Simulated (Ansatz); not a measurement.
**Preparing SiO2 (P3_221) as a host crystal**

Before any defect goes in: SiO2 (P3_221) at rest, and how it screens a charge.

Main program and level: Ansatz 0.2.0; plane-wave PAW DFT, PBEsol; relaxation of the host's cell and atoms; PAW set soft_1, in the first sound run; inputs show where later runs differ.

### 1. Set-up

The structure is trigonal, space group P3_221 (No. 154). The conventional cell has a = 4.917 Å, b = 4.917 Å, c = 5.432 Å, α = 90.00°, β = 90.00°, γ = 120.00°. Si has 4 O at 1.61 to 1.62 Å nearest. O has 2 Si at 1.61 to 1.62 Å nearest. Farther neighbours and most contacts between anions are not listed.

### 2. Host cell relaxation

Cell and atoms are relaxed together, until forces and stress fall under their thresholds.

The input, cell/input.yaml:

```yaml
crystal:
  lattice:
    - [4.9165578, 0.0, 0.0]
    - [-2.4582789, 4.257864, 0.0]
    - [0.0, 0.0, 5.4316253]
  atoms:
    - { symbol: Si, position: [0.0, 0.46879823, 0.33333333] }
    - { symbol: Si, position: [0.53120177, 0.53120177, 0.0] }
    - { symbol: Si, position: [0.46879823, 0.0, 0.66666667] }
    - { symbol: O, position: [0.14453836, 0.73143979, 0.5478196] }
    - { symbol: O, position: [0.58690143, 0.85546164, 0.88115293] }
    - { symbol: O, position: [0.26856021, 0.41309857, 0.21448627] }
    - { symbol: O, position: [0.41309857, 0.26856021, 0.78551373] }
    - { symbol: O, position: [0.85546164, 0.58690143, 0.11884707] }
    - { symbol: O, position: [0.73143979, 0.14453836, 0.4521804] }
basis:
  ecutwfc: 420
  xc_grid: 2
hamiltonian:
  xc: pbesol
  pseudopotentials: { kind: paw, azcp: { folder: soft_1 }, xc_functional: pbe }
kpoints:
  mp_grid: { grid: [7, 7, 5] }
scf:
  occupations: { method: fixed }
  max_iter: 100
relax:
  f_tol: 0.005
  max_steps: 60
  cell: {}
output:
  forces: true
  stress: true
checkpoint:
  write: "../cell.run"
  compress: false
  write_wavefunctions: false
  write_every: 100000
```

Started as:

```console
ansatz run input.yaml --threads 4 --pin off --max-ram 7536MiB --backend cpu --events-out ev --progress --plain --runs-dir out
```

Numbers of over 12 decimals in the logs are rounded to 6 here.

What it wrote:

```text
[... repeated set-up lines and file paths are left out, and long positions are rounded to six places ...]
Engine: ansatz 0.2.0, aarch64-unknown-linux-gnu
Pseudopotentials: kind: paw
Pseudopotential: Si, paw, valence charge 4, recommended cutoff 420 eV (normal), soft_1/Si.paw.azcp
Pseudopotential: O, paw, valence charge 6, recommended cutoff 420 eV (normal), soft_1/O.paw.azcp
Functional definition: PBEsol
  exchange = pbesol_x
  correlation = pbesol_c
Crystal: 9 atoms, lattice volume = 113.706 Å³
Basis set: ecut = 420 eV, 2209 PW (Γ), exchange–correlation on 72×72×80 points (8 copies of the dense FFT grid, shifted against one another)
Bands: 33, of which v1, the nominal top of the filled ones, is band 24 counted from 1 (23 counted from 0)
Symmetry: 6 space group operations
Space group: P3221 (ITA 154), of the structure as read, at distance tolerance 4.8e-5 Å
k-points: 32 of 245 (time reversal used)
Non-local potential: Si, projectors of the file, l = 0: 2, l = 1: 2, l = 2: 1
Non-local potential: O, projectors of the file, l = 0: 2, l = 1: 2, l = 2: 1
PAW form: soft (Blöchl's): semilocal exchange-correlation on the pseudo side does not see the compensation charge
PAW frozen core: Si, regenerated for the run's functional, and the local potential with it (the file was generated under x = pbe(κ = 0.804, μ = 0.219515), c = pbe(β = 0.066725))
PAW frozen core: O, regenerated for the run's functional, and the local potential with it (the file was generated under x = pbe(κ = 0.804, μ = 0.219515), c = pbe(β = 0.066725))
PAW one-centre angular grid: Si, 110 points (default); XC on 64 Gauss nodes
PAW one-centre angular grid: O, 110 points (default); XC on 64 Gauss nodes
Initial density: superposition of atomic densities (chi_scale 0.1, normalization cell, long waves kept (reshape's long-wave potential 0.01 eV rms))
Initial wavefunctions: pseudopotential atomic-orbital guess
Functional: x = pbesol(κ = 0.804, μ = 0.123457), c = pbesol(β = 0.046)
SCF iter   1: F=—  HF=-5244.304575 eV  |F-HF|=—  |Δ(HF+E_count)|=         —  Δρ=1.24e-1  dr2=1.58e1  ethr=3.10e-3  ⟨swp⟩=5.0  Hψ=4537  notcnv=0  defer=193
preconditioner: auto → Resta (q_TF=auto, 2.363 Å⁻¹)  ε∞=2.8  [insulator: Δε(μ)=7.131 eV  Ē_g=17.994 eV  n_scr=22 (ndim 8)  ℏωp=24.1 eV  f_vac=0.004  ε∞_Penn≈2.8]
SCF iter   2: F=—  HF=-5239.961262 eV  |F-HF|=—  |Δ(HF+E_count)|=    4.34e0  Δρ=4.31e-2  dr2=8.83e-1  ethr=3.10e-3  ⟨swp⟩=3.0  Hψ=2423  notcnv=0  defer=187
SCF iter   3: F=—  HF=-5239.862450 eV  |F-HF|=—  |Δ(HF+E_count)|=   9.88e-2  Δρ=2.06e-2  dr2=2.73e-1  ethr=1.84e-3  ⟨swp⟩=2.0  Hψ=1041  notcnv=0  defer=183
automatic band count: iteration 3 solves 32 bands in place of 33: the levels show a gap, and the empty bands left out lie too high to hold charge; the band table lists the bands solved (type scf.n_extra_bands for more)
SCF iter   4: F=—  HF=-5239.856513 eV  |F-HF|=—  |Δ(HF+E_count)|=   5.94e-3  Δρ=1.56e-3  dr2=2.35e-3  ethr=5.69e-4  ⟨swp⟩=2.9  Hψ=1764  notcnv=0  defer=189
SCF iter   5: F=—  HF=-5239.861247 eV  |F-HF|=—  |Δ(HF+E_count)|=   4.73e-3  Δρ=3.03e-4  dr2=1.72e-4  ethr=4.89e-6  ⟨swp⟩=3.0  Hψ=1757  notcnv=0  defer=191
SCF iter   6: F=—  HF=-5239.861532 eV  |F-HF|=—  |Δ(HF+E_count)|=   2.85e-4  Δρ=8.92e-5  dr2=1.42e-5  ethr=3.59e-7  ⟨swp⟩=2.0  Hψ=1659  notcnv=0  defer=191
SCF iter   7: F=—  HF=-5239.861542 eV  |F-HF|=—  |Δ(HF+E_count)|=   9.78e-6  Δρ=1.59e-5  dr2=3.36e-7  ethr=2.96e-8  ⟨swp⟩=2.0  Hψ=1837  notcnv=0  defer=184
SCF iter   8: F=-5239.861543 eV  HF=-5239.861543 eV  |F-HF|=1.32e-8  |Δ(HF+E_count)|=   7.18e-7  Δρ=2.81e-6  dr2=9.69e-9  ethr=2.08e-10  ⟨swp⟩=5.2  Hψ=4039  notcnv=0
SCF 1 converged in 8 iterations: F = -5239.861543 eV  dr2 = 9.69e-9
  greatest PAW one-centre occupation: 0.859 electrons in one spin orbital (limit 2), on the O atom at site 3 (counted from 0), in its partial waves of l = 0
relax step   1: F+E_penalty+E_count = -5239.86154257 eV  Δ(F+E_penalty+E_count) = +0.000e0 eV  max|allowed force component| = 1.608e-1 eV/Å  Δτ_max = 0.0000 Å  P = +2.776 GPa  Ω = 113.706 Å³  (8 SCF iters, dr2 threshold 1.00e-7 eV, accepted)
[... the SCF cycles and remarks between the steps are left out from here to the last step ...]
relax step   2: F+E_penalty+E_count = -5239.86999351 eV  Δ(F+E_penalty+E_count) = -8.451e-3 eV  max|allowed force component| = 9.894e-2 eV/Å  Δτ_max = 0.0022 Å  P = +1.450 GPa  Ω = 114.514 Å³  energy of the carried Pulay correction = -1.985e-3 eV  (5 SCF iters, dr2 threshold 9.00e-7 eV, accepted)
relax step   3: F+E_penalty+E_count = -5239.87222306 eV  Δ(F+E_penalty+E_count) = -2.230e-3 eV  max|allowed force component| = 2.850e-2 eV/Å  Δτ_max = 0.0033 Å  P = -0.005 GPa  Ω = 115.412 Å³  energy of the carried Pulay correction = -4.177e-3 eV  (5 SCF iters, dr2 threshold 9.00e-7 eV, accepted)
relax step   4: F+E_penalty+E_count = -5239.87234032 eV  Δ(F+E_penalty+E_count) = -1.173e-4 eV  max|allowed force component| = 1.750e-2 eV/Å  Δτ_max = 0.0006 Å  P = -0.040 GPa  Ω = 115.414 Å³  energy of the carried Pulay correction = -4.180e-3 eV  (4 SCF iters, dr2 threshold 5.08e-8 eV, accepted)
relax step   5: F+E_penalty+E_count = -5239.87299541 eV  Δ(F+E_penalty+E_count) = -6.551e-4 eV  max|allowed force component| = 1.371e-3 eV/Å  Δτ_max = 0.0033 Å  P = -0.003 GPa  Ω = 115.213 Å³  energy of the carried Pulay correction = -3.693e-3 eV  (5 SCF iters, dr2 threshold 2.30e-8 eV, accepted)
relax step   6: F+E_penalty+E_count = -5239.87685511 eV  Δ(F+E_penalty+E_count) = -3.860e-3 eV  max|allowed force component| = 1.190e-3 eV/Å  Δτ_max = 0.0000 Å  P = +0.060 GPa  Ω = 115.213 Å³  stress off target by 6.76e-2 GPa  SCF on the basis re-selected at this cell (its energy is not comparable with the rows above)  (5 SCF iters)
relax step   7: F+E_penalty+E_count = -5239.87648913 eV  Δ(F+E_penalty+E_count) = +3.660e-4 eV  max|allowed force component| = 7.088e-4 eV/Å  Δτ_max = 0.0031 Å  P = +0.007 GPa  Ω = 115.380 Å³  energy of the carried Pulay correction = -4.091e-4 eV  (5 SCF iters, dr2 threshold 1.14e-8 eV, accepted)
iter 1 solved again at ethr=1.47e-7 eV; its pass at ethr=3.10e-3 eV (dr2=7.07e-5 eV) is discarded
SCF iter   1: F=—  HF=-5239.877007 eV  |F-HF|=—  |Δ(HF+E_count)|=         —  Δρ=1.23e-5  dr2=3.00e-8  ethr=1.47e-7  ⟨swp⟩=4.3  Hψ=7898  notcnv=0  defer=223
eigensolver tolerance schedule: the retry pair's looser diagonalisation over-reported the residual by 2359.04 of it (diagonalisation noise at 0.13 of the residual, at the tolerance the schedule requests for it); [...]
SCF iter   2: F=—  HF=-5239.876995 eV  |F-HF|=—  |Δ(HF+E_count)|=   1.20e-5  Δρ=5.95e-6  dr2=9.60e-9  ethr=6.24e-11  ⟨swp⟩=2.9  Hψ=2287  notcnv=0  defer=222
SCF iter   3: F=—  HF=-5239.876995 eV  |F-HF|=—  |Δ(HF+E_count)|=   1.50e-8  Δρ=1.84e-6  dr2=1.62e-9  ethr=2.00e-11  ⟨swp⟩=2.0  Hψ=1500  notcnv=0  defer=222
SCF iter   4: F=—  HF=-5239.876995 eV  |F-HF|=—  |Δ(HF+E_count)|=   1.29e-9  Δρ=3.38e-7  dr2=1.64e-10  ethr=3.37e-12  ⟨swp⟩=2.0  Hψ=1490  notcnv=0  defer=222
SCF iter   5: F=-5239.876995 eV  HF=-5239.876995 eV  |F-HF|=1.82e-12  |Δ(HF+E_count)|=  1.89e-10  Δρ=1.28e-7  dr2=1.31e-11  ethr=1.00e-12  ⟨swp⟩=5.0  Hψ=4011  notcnv=0
SCF 8 converged in 5 iterations: F = -5239.876995 eV  dr2 = 1.31e-11
relax step   8: F+E_penalty+E_count = -5239.87699527 eV  Δ(F+E_penalty+E_count) = -5.061e-4 eV  max|allowed force component| = 7.206e-4 eV/Å  Δτ_max = 0.0000 Å  P = +0.010 GPa  Ω = 115.380 Å³  stress off target by 1.20e-2 GPa  SCF on the basis re-selected at this cell (its energy is not comparable with the rows above)  (5 SCF iters)
basis re-selected at this cell: Δ(F+E_penalty+E_count) = -5.061e-4 eV, ΔP = +0.003 GPa vs the last step (what re-selecting the basis moved, of the pressure what is left beyond the Pulay correction that the steps carried, after the strain that the cell walked [...]
SCF converged after 5 iterations
Free energy (F): -5239.876995 eV
Harris-Foulkes:  -5239.876995 eV  (|F-HF|=1.82e-12)
Internal energy: -5239.876995 eV  (E = F + TS)
E sigma→0 (E₀):  -5239.876995 eV
Fermi energy:    2.240431 eV
--- Per-component energies (eV) ---
  E_band       = -216.747690
  E_kinetic    = 1161.505855
  E_local      = -2937.052743  (includes V_loc(G=0)·N_el)
  E_nonlocal   = 382.532220
  E_hartree    = 1070.582420
  E_xc         = -594.901794
  E_vxc        = -691.576478  (∫ρ·V_xc dr)
  E_paw        = -2441.937687  (= ΣΔE_a)
  E_vpaw       = -273.326467  (= ΣTr[D̂ρ^β])
  E_aug_tail   = 0.005016  (compensation charges beyond the density's cutoff)
  E_ewald      = -1880.916692
  E_core_change = 0.306410  (= ΣΔE_core)
  E_smearing   = -0.000000  (= −TS)
  E_closure    = -0.000000  (closes the sum)
  Σ components = -5239.876995   (vs F -5239.876995, Δ=0.00e0)
--- Forces (eV/Å), atoms counted from 1 ---
  atom   1  Si     0.00017904    -0.00031011     0.00000000
  atom   2  Si     0.00017904     0.00031011     0.00000000
  atom   3  Si    -0.00035809     0.00000000     0.00000000
  atom   4  O     -0.00018631     0.00035434    -0.00072062
  atom   5  O      0.00040002    -0.00001582    -0.00072062
  atom   6  O     -0.00021371    -0.00033852    -0.00072062
  atom   7  O     -0.00018631    -0.00035434     0.00072062
  atom   8  O     -0.00021371     0.00033852     0.00072062
  atom   9  O      0.00040002     0.00001582     0.00072062
  max |Σ_I F_I| component: 6.71e-17 eV/Å
--- Stress (GPa, compression-positive) ---
        0.012030       0.000000      -0.000000
        0.000000       0.012030      -0.000000
       -0.000000      -0.000000       0.006184
  P = ⅓ Tr σ = 0.0101 GPa (0.101 kbar)
--- Relaxed structure (6 steps of the walk, 6 accepted, 2 SCFs on fresh bases) ---
  F+E_penalty+E_count = -5239.87699527 eV   max|allowed force component| = 7.206e-4 eV/Å   (the final SCF, on the basis selected at the relaxed cell)
  cell:  # Å, volume = 115.3797 Å³
    - [4.948237, -2.344730376044445e-18, 0]
    - [-2.474119, 4.285299, 0]
    - [0, 0, 5.441241]
  atoms:
    - { symbol: Si, position: [8.326672684688674e-17, 0.470263, 0.333333] }
    - { symbol: Si, position: [0.529737, 0.529737, 0] }
    - { symbol: Si, position: [0.470263, 0, 0.666667] }
    - { symbol: O, position: [0.145358, 0.732865, 0.547981] }
    - { symbol: O, position: [0.587508, 0.854642, 0.881314] }
    - { symbol: O, position: [0.267135, 0.412492, 0.214648] }
    - { symbol: O, position: [0.412492, 0.267135, 0.785352] }
    - { symbol: O, position: [0.854642, 0.587508, 0.118686] }
    - { symbol: O, position: [0.732865, 0.145358, 0.452019] }
```

Elapsed: 19 s, on 4 threads of Arm Neoverse V1, shared host; peak memory 0.41 GiB.

The steps of the relaxation:

```tsv
step	energy less that of the first step (eV)	largest force component (eV/Å)	pressure (GPa)	volume (Å³)
1	0.0000	0.1608	2.78	113.71
2	-0.0085	0.0989	1.45	114.51
3	-0.0107	0.0285	-0.01	115.41
4	-0.0108	0.0175	-0.04	115.41
5	-0.0115	0.0014	0.00	115.21
6	-0.0153	0.0012	0.06	115.21
7	-0.0149	0.0007	0.01	115.38
8*	-0.0155	0.0007	0.01	115.38
```

Relaxation steps marked * repeat the geometry before them on a plane-wave basis chosen anew for their cell, so energy and pressure can jump there. The log counts 2 steps on a newly chosen plane-wave basis, not all of them marked here; energy and pressure can jump at such steps.

Forces are held to the 6 operations that the run works with; a distortion that breaks them can't arise in this run.

```tsv
conventional cell, symmetrised	before	after	change
a (Å)	4.917	4.948	+0.6 %
b (Å)	4.917	4.948	+0.6 %
c (Å)	5.432	5.441	+0.2 %
volume (Å³/atom)	12.63	12.82	+1.5 %
```

This step gave:

```
pressure : 0.01008 GPa
```

The relaxation ends with a largest force component of 7.2e-4 eV/Å and a pressure of 0.01 GPa.

### 3. Dielectric tensors of the host

The response to a uniform electric field gives the electronic dielectric tensor.

This step: plane-wave PAW DFPT, PBEsol; dielectric tensors, Born charges and zone-centre modes of the host; PAW set soft_1 (Ansatz 0.2.0).

The input, eps/input.yaml:

```yaml
crystal:
  lattice:
    - [4.9482370071, 0.0, 0.0]
    - [-2.4741185036, 4.2852989521, 0.0]
    - [0.0, 0.0, 5.4412410845]
  atoms:
    - { symbol: Si, position: [0.0, 0.4702627816, 0.3333333333] }
    - { symbol: Si, position: [0.5297372184, 0.5297372184, 0.0] }
    - { symbol: Si, position: [0.4702627816, 0.0, 0.6666666667] }
    - { symbol: O, position: [0.1453576127, 0.7328651674, 0.5479809686] }
    - { symbol: O, position: [0.5875075547, 0.8546423873, 0.8813143019] }
    - { symbol: O, position: [0.2671348326, 0.4124924453, 0.2146476353] }
    - { symbol: O, position: [0.4124924453, 0.2671348326, 0.7853523647] }
    - { symbol: O, position: [0.8546423873, 0.5875075547, 0.1186856981] }
    - { symbol: O, position: [0.7328651674, 0.1453576127, 0.4520190314] }
basis:
  ecutwfc: 420
hamiltonian:
  xc: pbesol
  pseudopotentials: { kind: paw, azcp: { folder: soft_1 }, xc_functional: pbe }
kpoints:
  mp_grid: { grid: [6, 6, 5] }
scf:
  occupations: { method: fixed }
  max_iter: 100
phonons:
  method: dfpt
  dielectric: true
  rigid_motions: translations
```

What it wrote:

```text
[...]
Crystal: 9 atoms, lattice volume = 115.380 Å³
Basis set: ecut = 420 eV, 2221 PW (Γ), exchange–correlation on 72×72×96 points (8 copies of the dense FFT grid, shifted against one another)
Bands: 33, of which v1, the nominal top of the filled ones, is band 24 counted from 1 (23 counted from 0)
Symmetry: 6 space group operations
k-points: 92 of 180 (irreducible under 1 space group operation, time reversal used)
[...]
SCF iter   1: F=—  HF=-5244.196151 eV  |F-HF|=—  |Δ(HF+E_count)|=         —  Δρ=1.22e-1  dr2=1.55e1  ethr=3.10e-3  ⟨swp⟩=5.0  Hψ=13046  notcnv=0  defer=574
[...]
SCF iter  10: F=-5239.876954 eV  HF=-5239.876954 eV  |F-HF|=1.18e-11  |Δ(HF+E_count)|=  2.27e-10  Δρ=5.77e-8  dr2=4.48e-12  ethr=1.00e-12  ⟨swp⟩=17.9  Hψ=23728  notcnv=0
SCF 1 converged in 10 iterations: F = -5239.876954 eV  dr2 = 4.48e-12
[...]
NSCF: frozen V_eff on 5 k-points
DFPT response loops at Γ: preconditioner auto → none (the input reference at scf.mixing.eps_inf says where Resta's filter doesn't serve); β = 0.50; Broyden in place of MSR1
SCF converged after 10 iterations
Free energy (F): -5239.876954 eV
[...]
Internal energy: -5239.876954 eV  (E = F + TS)
E sigma→0 (E₀):  -5239.876954 eV
Fermi energy:    2.247896 eV
[...]
--- Band table (eV; the first three rows and the last of 92) ---
[...]
[... further k-points left out ...]
--- Phonons (Γ-DFPT): 5 representative perturbations + reference, on 92 of 180 k-points (Σ response iterations 20) ---
  k mesh reduced under 1 symmetry operation, with k and −k counted as one. Each operation leaves every solved perturbation unchanged. A smaller set is not considered because the run solves the response to a homogeneous field
  ASR residual: 6.603e-5 → 0.000e0 eV/Å²; symmetrization residual: 4.581e-5 eV/Å²
  ASR residual per site (eV/Å²): 5.90e-5 5.90e-5 6.60e-5 4.87e-5 3.21e-5 4.99e-5 4.87e-5 4.99e-5 3.21e-5
  Γ frequencies (cm⁻¹): 0.00 0.00 0.00 120.58 120.58 197.11 248.50 248.50 335.13 340.17 370.47 370.47 420.90 420.90 441.22 465.45 675.07 675.07 756.64 776.12 776.12 1043.86 1043.86 1051.41 1060.74 1135.24 1135.24
  ε∞ (high-frequency dielectric tensor):
        2.487122     0.000000     0.000000
       -0.000000     2.487122    -0.000000
       -0.000000     0.000000     2.519818
  ε⁰ (static dielectric tensor: ions relaxed, cell fixed):
        4.630816    -0.000000    -0.000000
       -0.000000     4.630816     0.000000
       -0.000000     0.000000     4.852730
  ε⁰ − ε∞ (ionic part):
        2.143694    -0.000000    -0.000000
       -0.000000     2.143694     0.000000
       -0.000000     0.000000     2.332913
  softest optical mode at Γ: 120.58 cm⁻¹; the repairs (sum rule, projections) moved no ω² at Γ by more than (4.70 cm⁻¹)²
  Born effective charges Z* (e; rows j = field, columns β = displacement):
    site 0:
         3.50627    0.29407    0.27088
         0.29407    3.16671    0.15639
        -0.23299   -0.13452    3.45549
    site 1:
         3.50627   -0.29407   -0.27088
        -0.29407    3.16671    0.15639
         0.23299   -0.13452    3.45549
    site 2:
         2.99693   -0.00000    0.00000
        -0.00000    3.67605   -0.31278
        -0.00000    0.26903    3.45549
    site 3:
        -1.30949   -0.53539   -0.35259
        -0.48330   -2.02700   -0.74269
        -0.29194   -0.78233   -1.72774
    site 4:
        -1.40652    0.53932   -0.46689
         0.59141   -1.92997    0.67669
        -0.53155    0.64400   -1.72774
    site 5:
        -2.28873   -0.08207    0.81948
        -0.02997   -1.04776    0.06599
         0.82349    0.13834   -1.72774
    site 6:
        -1.30949    0.53539    0.35259
         0.48330   -2.02700   -0.74269
         0.29194   -0.78233   -1.72774
    site 7:
        -2.28873    0.08207   -0.81948
         0.02997   -1.04776    0.06599
        -0.82349    0.13834   -1.72774
    site 8:
        -1.40652   -0.53932    0.46689
        -0.59141   -1.92997    0.67669
         0.53155    0.64400   -1.72774
  Z* charge neutrality: 1.960e-5 e pre-enforcement
  k-mesh period / interband length: 27.2 Å / 0.99 Å = 27.61 at k = (0.0000, 0.0000, 0.0000), direct gap 6.033 eV — 14 or more, which is no proof of convergence
  optical modes at Γ without the LO–TO term, one row a degenerate level:
      ω (cm⁻¹)  modes    IR ((D/Å)²/amu)
        120.58      2             0.0010
        197.11      1             0.0000
        248.50      2             0.4038
        335.13      1             0.0000
[...]
optical modes at Γ + LO–TO along q̂ = [1.0000, 0.0000, 0.0000]:
      ω (cm⁻¹)  modes    IR ((D/Å)²/amu)
[...]
optical modes at Γ + LO–TO along q̂ = [0.0000, 1.0000, 0.0000]:
      ω (cm⁻¹)  modes    IR ((D/Å)²/amu)
[...]
optical modes at Γ + LO–TO along q̂ = [0.0000, 0.0000, 1.0000]:
      ω (cm⁻¹)  modes    IR ((D/Å)²/amu)
[...]
362.73      1             0.9468
        370.47      2             5.7756
        420.90      2            16.0032
        441.22      1             0.0000
        516.90      1             5.0573
        675.07      2             1.2233
        768.40      1             1.7081
        776.12      2             6.7697
       1043.86      2            85.1563
       1060.74      1             0.0000
       1135.24      2             1.0787
       1213.28      1            53.7522
```

Run time: 100 s. Hardware: 4 threads; peak memory 1.5 GiB.

Reading the cycles: dr2 is the Hartree energy of the density residual (eV), the measure of convergence; HF is the Harris–Foulkes estimate of the energy, which meets the free energy F at convergence.

Electronic dielectric tensor:

```
2.49 0.00 0.00
0.00 2.49 0.00
0.00 0.00 2.52
```

Static dielectric tensor:

```
4.63 0.00 0.00
0.00 4.63 0.00
0.00 0.00 4.85
```

The principal values of the electronic dielectric tensor are 2.49, 2.49 and 2.52. The principal values of the static dielectric tensor are 4.63, 4.63 and 4.85.

(Part 1 of 3 ends here.)

[Logs are printed without paths, hosts, clocks, repeated set-up lines and the standing remarks that a program may print on its own settings, such as how far it seeks lower states.]

[Hosts, paths, dates, database ids (printed as entryN), source tags and the programs' standing remarks are cut or masked in the printed files.]

[Runs of the host that timed out are not shown.]

[For some hosts the program warned that the k-mesh of the response run may be too coarse for force constants and the static dielectric constant; such warnings are not always shown.]
